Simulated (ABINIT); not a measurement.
# CuO (P1) in ABINIT: convergence with smearing width

Aim: find how far smearing width must go before the results for CuO settle, at PBEsol. This setting moves, with any that are tied to it; all else stays.

Everything below comes from runs of ABINIT 10.8.3 (patched build). Logs are shortened: lines on timing, memory, paths and dates and some standing lists are left out, and cuts for length are marked. The log counts tension as positive stress, the text compression.

**1. The cell of the first run**

The typed cell holds 4 atoms: a = 3.288 Å, b = 3.288 Å, c = 5.385 Å, α = 90.00°, β = 90.00°, γ = 120.00°.

The cell comes from a database or a generator and needn't be the stable form of this composition.

The cell isn't the ideal one: atoms moved at random, drawn with an rms of 0.05 Å.

**2. With smearing width 0.272 eV**

run.abi

```
# Pseudopotentials
pp_dirpath "./"
pseudos "Cu.GGA_PBE-JTH.xml, O.GGA_PBE-JTH.xml"

# Structure
acell 3.28802443 3.2880244235 5.38502486 Angstrom
rprim
     1.0000000000     0.0000000000     0.0000000000
    -0.4999999995     0.8660254041     0.0000000000
     0.0000000000     0.0000000000     1.0000000000
ntypat 2
znucl 29 8
natom 4
typat 1 1 2 2
xred
     0.6793560000     0.3419800000     0.0002900000
     0.3208880000     0.6606060000     0.4945060000
     0.6583240000     0.3454520000     0.6295720000
     0.3480200000     0.6737310000     0.1319860000
chkprim 0
chksymtnons 0
tolsym 1.0e-6

# Plane-wave basis
ecut 26.0
pawecutdg 48.0
pawxcdev 0

# k points
kptopt 1
ngkpt 6 6 4
nshiftk 1
shiftk 0.0 0.0 0.0

# Exchange and correlation
ixc -116133

# Bands and occupations
nband 30
occopt 6
tsmear 0.272 eV

# SCF cycle
nstep 100
tolvrs 1.0e-9

# Output
iomode 3
prtwf 0
prtden 0
prteig 0
prtebands 0
enunit 2
```

Potentials or basis: JTH PAW PBE v2.0.

The run is started by

```bash
$ mpirun --bind-to none -np 4 abinit run.abi > log 2>&1
```

Run time: 80 s. Hardware: 4 MPI ranks of Arm Neoverse V1, shared host; peak memory 0.48 GiB.

Results (log left out):

| Property | Result |
| --- | --- |
| Free energy | -11640.7631 eV |
| Pressure | -15.2 GPa |
| Largest force | 0.189 eV/Å |
| Band gap on the k mesh | none (metal or under the smearing width) |
| Valence electrons inside the program's atomic spheres | Cu 17.22, 17.23; O 4.43, 4.45 |

**3. With smearing width 0.2 eV**

Changes to run.abi since step 2:

```diff
@@ -40,3 +40,3 @@
 occopt 6
-tsmear 0.272 eV
+tsmear 0.2 eV
```

Potentials or basis: JTH PAW PBE v2.0.

The run is started by

```bash
$ mpirun --bind-to none -np 4 abinit run.abi > log 2>&1
```

Wall time 89 s (4 MPI ranks of Arm Neoverse V1, shared host); peak memory 0.48 GiB.

Results (log left out):

* Free energy: -11640.7617 eV
* Pressure: -15.2 GPa
* Largest force: 0.176 eV/Å
* Band gap on the k mesh: none (metal or under the smearing width)
* Valence electrons inside the program's atomic spheres: Cu 17.22, 17.23; O 4.43, 4.45

**4. With smearing width 0.136 eV**

Changes to run.abi since step 3:

```diff
@@ -40,3 +40,3 @@
 occopt 6
-tsmear 0.2 eV
+tsmear 0.136 eV
```

The run is started by

```bash
$ mpirun --bind-to none -np 4 abinit run.abi > log 2>&1
```

Run time: 88 s. Hardware: 4 MPI ranks of Arm Neoverse V1, shared host; peak memory 0.48 GiB.

It converged, with:

- Free energy: -11640.7627 eV
- Pressure: -15.2 GPa
- Largest force: 0.184 eV/Å
- Band gap on the k mesh: none (metal or under the smearing width)
- Valence electrons inside the program's atomic spheres: Cu 17.22, 17.23; O 4.43, 4.45

**5. With smearing width 0.1 eV**

Changes to run.abi since step 4:

```diff
@@ -40,3 +40,3 @@
 occopt 6
-tsmear 0.136 eV
+tsmear 0.1 eV
```

The run is started by

```bash
$ mpirun --bind-to none -np 4 abinit run.abi > log 2>&1
```

Run time: 88 s. Hardware: 4 MPI ranks of Arm Neoverse V1, shared host; peak memory 0.48 GiB.

It converged, with:

```yaml
Free_energy: -11640.7641 eV
Pressure: -15.2 GPa
Largest_force: 0.190 eV/Å
Band_gap_on_the_k_mesh: none (metal or under the smearing width)
Valence_electrons_inside_the_program's_atomic_spheres: Cu 17.22, 17.23; O 4.43, 4.45
```

**6. With smearing width 0.05 eV**

Changes to run.abi since step 5:

```diff
@@ -40,3 +40,3 @@
 occopt 6
-tsmear 0.1 eV
+tsmear 0.05 eV
```

Potentials or basis: JTH PAW PBE v2.0.

The run is started by

```bash
$ mpirun --bind-to none -np 4 abinit run.abi > log 2>&1
```

Wall time 90 s (4 MPI ranks of Arm Neoverse V1, shared host); peak memory 0.48 GiB.

The run converged. Its results:

```yaml
Free_energy: -11640.7649 eV
Pressure: -15.2 GPa
Largest_force: 0.202 eV/Å
Band_gap_on_the_k_mesh: none (metal or under the smearing width)
Valence_electrons_inside_the_program's_atomic_spheres: Cu 17.22, 17.23; O 4.43, 4.45
```

**7. With smearing width 0.025 eV**

Changes to run.abi since step 6:

```diff
@@ -40,3 +40,3 @@
 occopt 6
-tsmear 0.05 eV
+tsmear 0.025 eV
```

The run is started by

```bash
$ mpirun --bind-to none -np 4 abinit run.abi > log 2>&1
```

It took 80 s on 4 MPI ranks of Arm Neoverse V1, shared host; peak memory 0.48 GiB.

The run converged. Its results:

- Free energy: -11640.7648 eV
- Pressure: -15.3 GPa
- Largest force: 0.207 eV/Å
- Band gap on the k mesh: none (metal or under the smearing width)
- Valence electrons inside the program's atomic spheres: Cu 17.22, 17.23; O 4.43, 4.45

**8. With smearing width 0.01 eV**

Changes to run.abi since step 7:

```diff
@@ -40,3 +40,3 @@
 occopt 6
-tsmear 0.025 eV
+tsmear 0.01 eV
```

Potentials or basis: JTH PAW PBE v2.0.

The run is started by

```bash
$ mpirun --bind-to none -np 4 abinit run.abi > log 2>&1
```

run.abo:

```text
.Version 10.8.3 of ABINIT
 Symmetries : space group P1 (#  1); Bravais aP (primitive triclinic)
================================================================================
 Values of the parameters that define the memory need of the present run
     intxc =       0    ionmov =       0      iscf =      17    lmnmax =      18
     lnmax =       6     mgfft =      48  mpssoang =       3    mqgrid =    3174
     natom =       4  nloc_mem =       2    nspden =       1   nspinor =       1
    nsppol =       1      nsym =       1    n1xccc =       1    ntypat =       2
    occopt =       6   xclevel =       2
       mpw =        2190          nfft =       43200          nkpt =          76
Pmy_natom=         1
 PAW method is used; the additional fine FFT grid is defined by:
   mgfftf=        64    nfftf =    102400
================================================================================
================================================================================

--------------------------------------------------------------------------------
------------- Echo of variables that govern the present computation ------------
--------------------------------------------------------------------------------
 -outvars: echo values of preprocessed input variables --------
            acell      6.2134656680E+00  6.2134656557E+00  1.0176222167E+01 Bohr
              amu      6.35460000E+01  1.59994000E+01
          chkprim           0
      chksymtnons           0
             ecut      2.60000000E+01 Hartree
           enunit           2
                       outvar_i_n : Printing only first  50 k-points.
              ixc     -116133
                       outvar_i_n : Printing only first  50 k-points.
         kptrlatt        6    0    0      0    6    0      0    0    4
          kptrlen      3.72807939E+01
            natom           4
            nband          30
            ngfft          30      30      48
          ngfftdg          40      40      64
             nkpt          76
            nstep         100
             nsym           1
           ntypat           2
                       prtocc : prtvol=0, do not print more k-points.
           occopt           6
        pawecutdg      4.80000000E+01 Hartree
         pawxcdev           0
           prtden           0
        prtebands           0
           prteig           0
            prtwf           0
            rprim      1.0000000000E+00  0.0000000000E+00  0.0000000000E+00
                      -4.9999999950E-01  8.6602540410E-01  0.0000000000E+00
                       0.0000000000E+00  0.0000000000E+00  1.0000000000E+00
          spgroup           1
           tolsym      1.00000000E-06
           tolvrs      1.00000000E-09
           tsmear      3.67493222E-04 Hartree
            typat      1  1  2  2
           useylm           1
                       outvars : Printing only first  50 k-points.
           xangst      1.6715198291E+00  9.7379238632E-01  1.5616572094E-03
                      -3.0956746775E-02  1.8810839615E+00  2.6629271034E+00
                       1.5966580888E+00  9.8367895035E-01  3.3902608712E+00
                       3.6676271802E-02  1.9184575654E+00  7.1074789117E-01
            xcart      3.1587146909E+00  1.8402009136E+00  2.9511044283E-03
[... 183 lines left out ...]
  -0.56429   -0.54268   -0.09697   -0.05852   -0.05336   -0.05028   -0.04280   -0.03959
   0.03484    0.03544    0.04357    0.04466    0.04537    0.10282    0.10493    0.12954
   0.13256    0.13393    0.13899    0.31053    0.38715    0.59161
      occupation numbers for kpt#   1
   2.00000    2.00000    2.00000    2.00000    2.00000    2.00000    2.00000    2.00000
   2.00000    2.00000    2.00000    2.00000    2.00000    2.00000    2.00000    2.00000
   2.00000    2.00000    2.00000    2.00000    2.00000    2.00000    2.00000    0.00000
   0.00000    0.00000    0.00000    0.00000    0.00000    0.00000
 prteigrs : prtvol=0 or 1, do not print more k-points.

 Fermi (or HOMO) energy (eV) =   2.91801   Average Vxc (eV)= -10.45543
 Eigenvalues (   eV  ) for nkpt=  76  k points:
 kpt#   1, nband= 30, wtk=  0.00694, kpt=  0.0000  0.0000  0.0000 (reduced coord)
-108.73364 -108.69845  -66.30841  -66.26580  -66.24429  -66.22388  -66.20192  -66.19681
 -15.35520  -14.76710   -2.63877   -1.59238   -1.45212   -1.36812   -1.16456   -1.07737
   0.94810    0.96450    1.18547    1.21514    1.23446    2.79791    2.85526    3.52490
   3.60715    3.64448    3.78220    8.44988   10.53498   16.09855
 prteigrs : prtvol=0 or 1, do not print more k-points.

--- !EnergyTerms
iteration_state     : {dtset: 1, }
comment             : Components of total free energy in Hartree
kinetic             :  3.65179574896770E+01
hartree             :  1.18561879992868E+02
xc                  : -1.10344500877569E+01
Ewald energy        : -2.27494747870211E+02
psp_core            :  1.22864770265987E+01
local_psp           : -2.94745815628577E+02
PAW spherical_terms : -6.18815175081777E+01
internal            : -4.27790216585579E+02
'-kT*entropy'       : -1.94210593770741E-06
total_energy        : -4.27790218527685E+02
total_energy_eV     : -1.16407648686095E+04
...

--- !EnergyTermsDC
iteration_state     : {dtset: 1, }
comment             : '"Double-counting" decomposition of free energy'
band_energy         : -4.69844657789050E+01
Ewald energy        : -2.27494747870211E+02
psp_core            :  1.22864770265987E+01
xc_dc               : -1.15240699102308E+02
PAW spherical_terms : -5.03567795399976E+01
internal            : -4.27790215264823E+02
'-kT*entropy'       : -1.94210593770741E-06
total_energy_dc     : -4.27790217206929E+02
total_energy_dc_eV  : -1.16407648326699E+04
...

--- !EnergyTermsWithPAWCore
iteration_state     : {dtset: 1, }
comment             : 'Components of total free energy, including PAW core contributions'
Total energy        : -3.45723034405837E+03
Total energy DC     : -3.45723034273761E+03
Total energy (eV)   : -9.40760302334981E+04
Total energy DC (eV): -9.40760301975585E+04
...

 Cartesian components of stress tensor (hartree/bohr^3)
  sigma(1 1)=  5.32804802E-04  sigma(3 2)=  1.08237245E-06
  sigma(2 2)=  5.36891102E-04  sigma(3 1)=  1.53354917E-06
  sigma(3 3)=  4.87263903E-04  sigma(2 1)=  1.75877815E-05

-Cartesian components of stress tensor (GPa)         [Pressure= -1.5269E+01 GPa]
- sigma(1 1)=  1.56756585E+01  sigma(3 2)=  3.18444969E-02
- sigma(2 2)=  1.57958816E+01  sigma(3 1)=  4.51185744E-02
- sigma(3 3)=  1.43357990E+01  sigma(2 1)=  5.17450395E-01

== END DATASET(S) ==============================================================
================================================================================

 -outvars: echo values of variables after computation  --------
            acell      6.2134656680E+00  6.2134656557E+00  1.0176222167E+01 Bohr
           etotal     -4.2779021721E+02
            fcart     -1.5780459931E-05  1.6836137492E-04 -2.2568835822E-03
                      -5.1823608201E-04  1.5675772683E-03  3.5601170619E-03
                       2.3279970264E-03 -1.8120365445E-03  1.2521646001E-03
                      -1.7939804845E-03  7.6097901263E-05 -2.5553980798E-03
            rprim      1.0000000000E+00  0.0000000000E+00  0.0000000000E+00
                      -4.9999999950E-01  8.6602540410E-01  0.0000000000E+00
                       0.0000000000E+00  0.0000000000E+00  1.0000000000E+00
           strten      5.3280480231E-04  5.3689110233E-04  4.8726390337E-04
                       1.0823724505E-06  1.5335491728E-06  1.7587781455E-05
           xangst      1.6715198291E+00  9.7379238632E-01  1.5616572094E-03
                      -3.0956746775E-02  1.8810839615E+00  2.6629271034E+00
                       1.5966580888E+00  9.8367895035E-01  3.3902608712E+00
                       3.6676271802E-02  1.9184575654E+00  7.1074789117E-01
             xred      6.7935600000E-01  3.4198000000E-01  2.9000000000E-04
                       3.2088800000E-01  6.6060600000E-01  4.9450600000E-01
                       6.5832400000E-01  3.4545200000E-01  6.2957200000E-01
                       3.4802000000E-01  6.7373100000E-01  1.3198600000E-01
 Calculation completed.
```

It took 90 s on 4 MPI ranks of Arm Neoverse V1, shared host; peak memory 0.48 GiB.

Results:

```yaml
Free_energy: -11640.7648 eV
Pressure: -15.3 GPa
Largest_force: 0.202 eV/Å
Band_gap_on_the_k_mesh: none (metal or under the smearing width)
Valence_electrons_inside_the_program's_atomic_spheres: Cu 17.22, 17.23; O 4.43, 4.45
```

**9. Result**

```
smearing width  energy less the tightest run (meV/atom)  pressure (GPa)  largest force (eV/Å)  SCF cycles  CPU time (s)
      0.272 eV                                     0.43          -15.20                 0.189          21           320
        0.2 eV                                     0.79          -15.22                 0.176          24           350
      0.136 eV                                     0.55          -15.23                 0.184          24           350
        0.1 eV                                     0.19          -15.23                 0.190          24           350
       0.05 eV                                    -0.01          -15.25                 0.202          24           360
      0.025 eV                                     0.00          -15.26                 0.207          21           320
       0.01 eV                                     0.00          -15.27                 0.202          24           360
```

Against the tightest run, the energy stays within 1 meV/atom from 0.272 eV on; the pressure stays within 0.1 GPa from 0.272 eV on. Not settled before the last step: the largest force (to 0.005 eV/Å). Narrower smearing needs a denser k mesh, so at a fixed mesh the narrowest width isn't the most accurate. The tightest run that finished is the yardstick and may itself not be fully converged.

Caveats: all runs use coarse meshes; the PAW data sets were made with another functional, which shifts forces and pressure a little; the run has no spin polarisation, though such a crystal can be magnetic; semilocal functionals often make such compounds metallic where correlation or magnetic order opens a gap, which also shifts bond lengths.
